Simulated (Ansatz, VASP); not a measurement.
Two plane-wave programs on Si

```xyz
2
Lattice="0.0000 2.7118 2.6946 2.7118 0.0000 2.6946 2.7118 2.7118 0.0000" Properties=species:S:1:pos:R:3 pbc="T T T"
Si    0.0000    0.0000    0.0000
Si    1.3559    1.3559    1.3473
```

Change from the starting cell: strained cell.

Alike in both runs: task relaxation of the atoms; functional LDA; k mesh 10 × 10 × 10; occupations gaussian, width 0.02 eV; no spin polarisation.

|  | VASP | Ansatz |
| --- | --- | --- |
| version | VASP 6.6.1 | Ansatz 0.2.0 |
| potentials or method | VASP PAW LDA potentials, release 64 (Si) | scalar-relativistic, plane waves, PAW |
| plane-wave cutoff (eV) | 520 | 420 |
| valence electrons in the cell | 8 | 8 |

VASP gave:

* gap on the k mesh at the Fermi level, each at its own relaxed structure (eV): 0.39

**Question.** Estimate Ansatz's values.

**Answer.** gap on the k mesh at the Fermi level, each at its own relaxed structure (eV): 0.40.

Ansatz warned: «stress_scf_threshold_loose».

Caveats: the relaxation stopped at its first step, so nothing moved. A k mesh can miss the band edges.
